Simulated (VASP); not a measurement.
# BAs (F-43m) in VASP: a series of runs

One crystal, BAs, is run at these levels: LDA; tasks: single point, relaxation of cell and atoms.

All numbers are computed with VASP 6.6.1; they aren't measurements. Logs are shortened: lines on timing, memory, paths and dates and some standing lists are left out, and cuts for length are marked.

**1. Starting point**

Symmetry: F-43m, No. 216, cubic system. Conventional cell: a = 4.809 Å, b = 4.809 Å, c = 4.809 Å, α = 90.00°, β = 90.00°, γ = 90.00°. B (site symmetry -43m) has 4 As at 2.08 Å as nearest neighbours. As (site symmetry -43m) is surrounded by 4 B at 2.08 Å.

**2. Single point, LDA (relaxed again under DFT LDA, scalar-relativistic, plane waves, PAW)**

INCAR

```
  PREC = Accurate
  ENCUT = 520
  EDIFF = 1E-6
  ISMEAR = 0
  SIGMA = 0.02
  LREAL = False
  LASPH = True
  NELM = 80
  ALGO = Normal
  ISIF = 2
  LWAVE = False
  LCHARG = False
  NBANDS = 11
```

KPOINTS

```
Automatic mesh
0
Gamma
  10 10 10
```

POSCAR

```
BAs
1.0
    0.0000000000      2.3662690280      2.3662690280
    2.3662690280      0.0000000000      2.3662690280
    2.3662690280      2.3662690280      0.0000000000
B As
1 1
Direct
    0.0000000000      0.0000000000      0.0000000000
    0.2500000000      0.2500000000      0.2500000000
```

Potentials or basis: VASP PAW LDA potentials, release 64 (B, As).

The run is started by

```sh
> cat potpaw_LDA.64/B/POTCAR potpaw_LDA.64/As/POTCAR > POTCAR
> mpirun -np 1 vasp_std > vasp.out
```

OUTCAR:

```text
PREC = Accurate
   ENCUT = 520
   EDIFF = 1E-6
   ISMEAR = 0
   LREAL = False
   LASPH = True
   NELM = 80
   ISIF = 2

 ion  position               nearest neighbor table
   1  0.000  0.000  0.000-   2 2.05   2 2.05   2 2.05   2 2.05
   2  0.250  0.250  0.250-   1 2.05   1 2.05   1 2.05   1 2.05

  LATTYP: Found a face centered cubic cell.
 ALAT       =     4.7325380560

  Lattice vectors:

 A1 = (   0.0000000000,   2.3662690280,   2.3662690280)
 A2 = (   2.3662690280,   0.0000000000,   2.3662690280)
 A3 = (   2.3662690280,   2.3662690280,   0.0000000000)

Analysis of symmetry for initial positions (statically):
=====================================================================
 Subroutine PRICEL returns:
 Original cell was already a primitive cell.

 Routine SETGRP: Setting up the symmetry group for a
 face centered cubic supercell.

 Subroutine GETGRP returns: Found 24 space group operations
 (whereof 24 operations were pure point group operations)
 out of a pool of 48 trial point group operations.

The static configuration has the point symmetry T_d .

Analysis of symmetry for dynamics (positions and initial velocities):
=====================================================================
 Subroutine PRICEL returns:
 Original cell was already a primitive cell.

 Routine SETGRP: Setting up the symmetry group for a
 face centered cubic supercell.

 Subroutine GETGRP returns: Found 24 space group operations
 (whereof 24 operations were pure point group operations)
 out of a pool of 48 trial point group operations.

The dynamic configuration has the point symmetry T_d .

 Subroutine INISYM returns: Found 24 space group operations
 (whereof 24 operations are pure point group operations),
 and found     1 'primitive' translations

----------------------------------------------------------------------------------------

                                     Primitive cell

  volume of cell :      26.4986

  direct lattice vectors                    reciprocal lattice vectors
     0.000000000  2.366269028  2.366269028    -0.211303108  0.211303108  0.211303108
     2.366269028  0.000000000  2.366269028     0.211303108 -0.211303108  0.211303108
     2.366269028  2.366269028  0.000000000     0.211303108  0.211303108 -0.211303108

  length of vectors
     3.346409752  3.346409752  3.346409752     0.365987719  0.365987719  0.365987719

  position of ions in fractional coordinates (direct lattice)
     0.000000000  0.000000000  0.000000000
     0.250000000  0.250000000  0.250000000

  ion indices of the primitive-cell ions
   primitive index   ion index
                 1           1
                 2           2

----------------------------------------------------------------------------------------

 KPOINTS: Automatic mesh

Automatic generation of k-mesh.
 Grid dimensions read from file:
 generate k-points for:   10   10   10

 Generating k-lattice:

  Cartesian coordinates                     Fractional coordinates (reciprocal lattice)
    -0.021130311  0.021130311  0.021130311     0.100000000  0.000000000  0.000000000
     0.021130311 -0.021130311  0.021130311     0.000000000  0.100000000  0.000000000
     0.021130311  0.021130311 -0.021130311     0.000000000  0.000000000  0.100000000

  Length of vectors
     0.036598772  0.036598772  0.036598772

  Shift w.r.t. Gamma in fractional coordinates (k-lattice)
     0.000000000  0.000000000  0.000000000

 Subroutine IBZKPT returns following result:
 ===========================================

 Found     47 irreducible k-points:

 Following reciprocal coordinates:
            Coordinates               Weight
  0.000000  0.000000  0.000000      1.000000
  0.100000  0.000000  0.000000      8.000000
  0.200000  0.000000  0.000000      8.000000
  0.300000  0.000000  0.000000      8.000000
  0.400000  0.000000  0.000000      8.000000
  0.500000  0.000000  0.000000      4.000000
[... 16 lines left out ...]
  0.300000  0.300000  0.000000      6.000000
  0.400000  0.300000  0.000000     24.000000
 [... further k-points ...]
   k-points           NKPTS =     47   k-points in BZ     NKDIM =     47   number of bands    NBANDS=     11
   number of dos      NEDOS =    301   number of ions     NIONS =      2
   total plane-waves  NPLWV =  21952
   dimension x,y,z NGX =    28 NGY =   28 NGZ =   28
   dimension x,y,z NGXF=    56 NGYF=   56 NGZF=   56
   ions per type =               1   1
   NGX,Y,Z   is equivalent  to a cutoff of  13.91, 13.91, 13.91 a.u.
   NGXF,Y,Z  is equivalent  to a cutoff of  27.82, 27.82, 27.82 a.u.
 SYSTEM =  unknown system
   PREC   = accura    normal or accurate (medium, high low for compatibility)
   ISTART =      0    job   : 0-new  1-cont  2-samecut
   ICHARG =      2    charge: 1-file 2-atom 10-const
   ISPIN  =      1    spin polarized calculation?
   LNONCOLLINEAR =      F non collinear calculations
   LSORBIT =      F    spin-orbit coupling
   LASPH  =      T    aspherical Exc in radial PAW
   ENCUT  =  520.0 eV  38.22 Ry    6.18 a.u.   6.22  6.22  6.22*2*pi/ulx,y,z
   NELM   =     80;   NELMIN=  2; NELMDL= -5     # of ELM steps
   EDIFF  = 0.1E-05   stopping-criterion for ELM
   LREAL  =      F    real-space projection
   EDIFFG = 0.1E-04   stopping-criterion for IOM
   NSW    =      0    number of steps for IOM
   IBRION =     -1    ionic relax: 0-MD 1-quasi-New 2-CG
   NFREE  =      0    steps in history (QN), initial steepest desc. (CG)
   ISIF   =      2    stress and relaxation
   ISYM   =      2    0-nonsym 1-usesym 2-fastsym
   POTIM  = 0.5000    time-step for ionic-motion
   TEBEG  =    0.0;   TEEND  =   0.0 temperature during run
   PSTRESS=    0.0 pullay stress
   NELECT =       8.0000    total number of electrons
   NUPDOWN=      -1.0000    fix difference up-down
   EMIN   =  10.00;   EMAX   =-10.00  energy-range for DOS
   EFERMI =   0.00;   METHOD = LEGACY
   ISMEAR =     0;   SIGMA  =   0.02  broadening in eV -4-tet -1-fermi 0-gaus
   EFERMI_NEDOS =   21; number of points for ismear=-14 and -15
   IALGO  =     38    algorithm
   IMIX   =      4    mixing-type and parameters
     AMIX     =   0.40;   BMIX     =  1.00
     AMIX_MAG =   1.60;   BMIX_MAG =  1.00
  volume/ion in A,a.u.               =      13.25        89.41
  Fermi-wavevector in a.u.,A,eV,Ry     =   1.098240  2.075373 16.410419  1.206132
  Thomas-Fermi vector in A             =   2.234614
   LORBIT       =      0    0 simple, 1 ext, 2 COOP (PROOUT), +10 PAW based schemes
   GGA     = CA    functional components
   LHFCALC =     F    Hartree Fock is set to
   AEXX    =    0.0000 exact exchange contribution
   IVDW    =     0    specifies the selected vdW correction
   LEPSILON=     F    determine dielectric tensor
   LRPA    =     F    only Hartree local field effects (RPA)
 non-spin polarized calculation
 Gauss-broadening in eV      SIGMA  =   0.02
  energy-cutoff  :      520.00
  volume of cell :       26.50
 maximum number of plane-waves:       728
 NGX is ok and might be reduce to    28
   NGX = 13   NGY = 13   NGZ = 13

 number of electron       8.0000000 magnetization

 Free energy of the ion-electron system (eV)
  ---------------------------------------------------
  ext. energy  EPLUGINS =         0.00000000
  ---------------------------------------------------
  free energy    TOTEN  =       -12.92600738 eV

  energy without entropy =      -12.92600738  energy(sigma->0) =      -12.92600738

 E-fermi :   6.5646     XC(G=0): -10.9012

 val. band max:        6.4771529076   @ k =   0.0000   0.0000   0.0000
 cond. band min:       7.5742288799   @ k =   0.4000   0.4000   0.0000
 fundamental gap:      1.0970759723
 Fermi energy:         6.5645666202

 k-point     1 :       0.0000    0.0000    0.0000
  band No.  band energies     occupation
      1      -9.1566      2.00000
      2       6.4772      2.00000
      3       6.4772      2.00000
      4       6.4772      2.00000
      5       9.7631      0.00000
      6       9.7631      0.00000
      7       9.7631      0.00000
      8      11.5308      0.00000
      9      15.9763      0.00000
     10      19.6274      0.00000
     11      19.6274      0.00000

 k-point     2 :       0.1000    0.0000    0.0000
  band No.  band energies     occupation
      1      -8.9886      2.00000
      2       5.0719      2.00000
      3       6.1659      2.00000
      4       6.1659      2.00000
      5       9.9595      0.00000
      6      10.1710      0.00000
      7      10.1710      0.00000
      8      12.3299      0.00000
      9      16.6407      0.00000
     10      18.4604      0.00000
     11      18.4604      0.00000

 k-point     3 :       0.2000    0.0000    0.0000
  band No.  band energies     occupation
      1      -8.4928      2.00000
      2       2.6677      2.00000
      3       5.5763      2.00000
      4       5.5763      2.00000
      5       9.8016      0.00000
      6      10.8997      0.00000
      7      10.8997      0.00000
      8      13.8314      0.00000
      9      17.6618      0.00000
     10      17.7129      0.00000
     11      17.7129      0.00000

 k-point     4 :       0.3000    0.0000    0.0000
  band No.  band energies     occupation
      1      -7.7048      2.00000
      2       0.3282      2.00000
      3       5.0572      2.00000
      4       5.0572      2.00000
      5       9.5592      0.00000
      6      11.2946      0.00000
      7      11.2946      0.00000
      8      14.9524      0.00000
      9      17.8188      0.00000
     10      18.1740      0.00000
     11      18.1740      0.00000
[... 239 lines left out ...]
 k-point    22 :      -0.2000    0.2000    0.0000
  band No.  band energies     occupation
      1      -7.4355      2.00000
      2       0.9630      2.00000
      3       2.2874      2.00000
      4       5.1525      2.00000
      5      10.4819      0.00000
      6      11.6366      0.00000
      7      12.5408      0.00000
      8      13.5533      0.00000
      9      16.3966      0.00000
     10      19.1051      0.00000
     11      20.8081      0.00000

 k-point    23 :       0.3000    0.3000    0.0000
  band No.  band energies     occupation
      1      -7.1965      2.00000
      2       1.2761      2.00000
      3       3.1962      2.00000
      4       3.1962      2.00000
      5       7.8076      0.00000
      6      10.0889      0.00000
      7      15.0340      0.00000
      8      15.0340      0.00000
      9      17.6318      0.00000
     10      21.6546      0.00000
     11      21.8059      0.00000

 k-point    24 :       0.4000    0.3000    0.0000
  band No.  band energies     occupation
      1      -6.4506      2.00000
      2       0.0029      2.00000
      3       2.3845      2.00000
      4       2.8924      2.00000
      5       8.1110      0.00000
      6       9.8222      0.00000
      7      15.4372      0.00000
      8      15.6516      0.00000
      9      18.6186      0.00000
     10      22.4776      0.00000
     11      22.5692      0.00000

 [... further k-points ...]

------------------------ aborting loop because EDIFF is reached ----------------------------------------

  FORCE on cell =-STRESS in cart. coord.  units (eV):
  Direction    XX          YY          ZZ          XY          YZ          ZX
  --------------------------------------------------------------------------------------
  -------------------------------------------------------------------------------------
  Total        0.1525501      0.1525501      0.1525501     -0.0000000     -0.0000000      0.0000000
  in kB        9.2236077      9.2236077      9.2236077     -0.0000000     -0.0000000      0.0000000
  external PRESSURE =       9.2236077 kB  Pullay stress =       0.0000000 kB

 VOLUME and BASIS-vectors are now :
 -----------------------------------------------------------------------------
  energy-cutoff  :      520.00
  volume of cell :       26.50
      direct lattice vectors                 reciprocal lattice vectors
     0.000000000  2.366269028  2.366269028    -0.211303108  0.211303108  0.211303108
     2.366269028  0.000000000  2.366269028     0.211303108 -0.211303108  0.211303108
     2.366269028  2.366269028  0.000000000     0.211303108  0.211303108 -0.211303108

 POSITION                                       TOTAL-FORCE (eV/Angst)
 -----------------------------------------------------------------------------------
      0.00000      0.00000      0.00000        -0.000000     -0.000000     -0.000000
      1.18313      1.18313      1.18313         0.000000      0.000000      0.000000
 -----------------------------------------------------------------------------------
    total drift:                               -0.000000     -0.000000     -0.000000

  FREE ENERGIE OF THE ION-ELECTRON SYSTEM (eV)
  ---------------------------------------------------
  free  energy   TOTEN  =       -12.9260073814 eV

  energy  without entropy=      -12.9260073814  energy(sigma->0) =      -12.92600738
```

It took 14 s on 1 thread of Intel Xeon Platinum 8488C (Sapphire Rapids), shared host; peak memory 0.14 GiB.

Results:

```
Free energy            : -12.9260 eV
Pressure               : 0.9 GPa
Band gap on the k mesh : 1.10 eV, indirect (least direct gap 3.29 eV)
```

A k mesh can miss the band edges.

**3. Relaxation of cell and atoms, LDA**

INCAR

```
SYSTEM = BAs
PREC = Accurate ; ENCUT = 600
EDIFF = 1E-7 ; ISMEAR = 0
SIGMA = 0.02 ; LREAL = .FALSE.
LASPH = .TRUE. ; NELM = 60
ALGO = Normal ; ISIF = 3
LWAVE = .FALSE. ; LCHARG = .FALSE.
GGA = CA ; IBRION = 2
NSW = 70 ; EDIFFG = -0.005
```

KPOINTS

```
Automatic mesh
0
G
  10 10 10
  0 0 0
```

POSCAR

```
BAs
1.0
    0.0000000000      2.4044111851      2.4044111851
    2.4044111851      0.0000000000      2.4044111851
    2.4044111851      2.4044111851      0.0000000000
B As
1 1
Direct
    0.0000000000      0.0000000000      0.0000000000
    0.2500000000      0.2500000000      0.2500000000
```

Potentials or basis: VASP PAW LDA potentials, release 64 (B, As).

The run is started by

```sh
> cat potpaw_LDA.64/B/POTCAR potpaw_LDA.64/As/POTCAR > POTCAR
> mpirun -np 1 vasp_std > vasp.out
```

Wall time 28 s (1 thread of Intel Xeon Platinum 8488C (Sapphire Rapids), shared host); peak memory 0.15 GiB.

It converged, with:

```yaml
Free_energy: -12.9276 eV
Relaxed_volume: 13.33 Å³/atom
Relaxed_cell: a = 3.353 Å, b = 3.353 Å, c = 3.353 Å, α = 60.00°, β = 60.00°, γ = 60.00°
Space_group_after_relaxing_to_0.05_Å: F-43m (No. 216)
Energy_gained_by_relaxing: 10.4 meV/atom
Ionic_steps: 3
Pressure_after_relaxing: 0.0 GPa
Band_gap_on_the_k_mesh: 1.10 eV, indirect (least direct gap 3.28 eV)
```

The path:
```tsv
step	energy change (eV)	largest force (eV/Å)	pressure (GPa)	volume (Å³)
1	0.0000	0.0000	-5.67	27.80
2	-0.0094	0.0000	4.74	25.87
3	-0.0209	0.0000	-0.02	26.67
```

Final structure:
```
B As
1.0
     0.00000    2.37122    2.37122
     2.37122    0.00000    2.37122
     2.37122    2.37122    0.00000
B As
1 1
Direct
  0.00000 0.00000 0.00000
  0.25000 0.25000 0.25000
```

Levels at points of the mesh, in eV from the valence-band top:
```
           k point  band 1  band 2  band 3  band 4  band 5  band 6  band 7  band 8
(0.00, 0.00, 0.00)  -15.58    0.00    0.00    0.00    3.28    3.28    3.28    4.97
(0.50, 0.00, 0.00)  -12.64   -8.92   -1.85   -1.85    2.82    4.78    4.78    8.74
(0.50, 0.50, 0.00)  -11.33   -8.55   -4.17   -4.17    1.32    1.39   11.44   11.44
```
